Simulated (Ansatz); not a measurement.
# HgTe in Ansatz: the effect of functional

The system is HgTe.

```
Hg Te
1.0
    -3.08568    3.08568    1.57993
     3.08568   -3.08568    1.57993
     3.08568    3.08568   -1.57993
Hg Te
1 1
Direct
  0.75000 0.25000 0.50000
  0.00000 0.00000 0.00000
```

Measurements of this composition are mostly on another form, of space group No. 216.

The cell isn't the ideal one: volume scaled by 1.04.

Alike in all runs:

```yaml
Program: Ansatz 0.2.0
Task: single point
Potentials_or_basis: Ansatz PAW
k_mesh: 10 × 10 × 10
Occupations: fermi-dirac, width 0.05 eV
Spin: no spin polarisation
```

```csv
functional,cutoff,pressure (GPa)
LDA,420 eV (not typed: the program's choice for these potentials),-6.0
PBEsol,420 eV (not typed: the program's choice for these potentials),?
r2SCAN,500 eV (not typed: the program's choice for these potentials),-2.5
```

Q: What does the run with functional PBEsol give?

A: Pressure -4.6 GPa.

Caveats: the PAW data sets come from PBE, with cores solved anew for the run's functional, which leaves a small shift of forces and pressure.
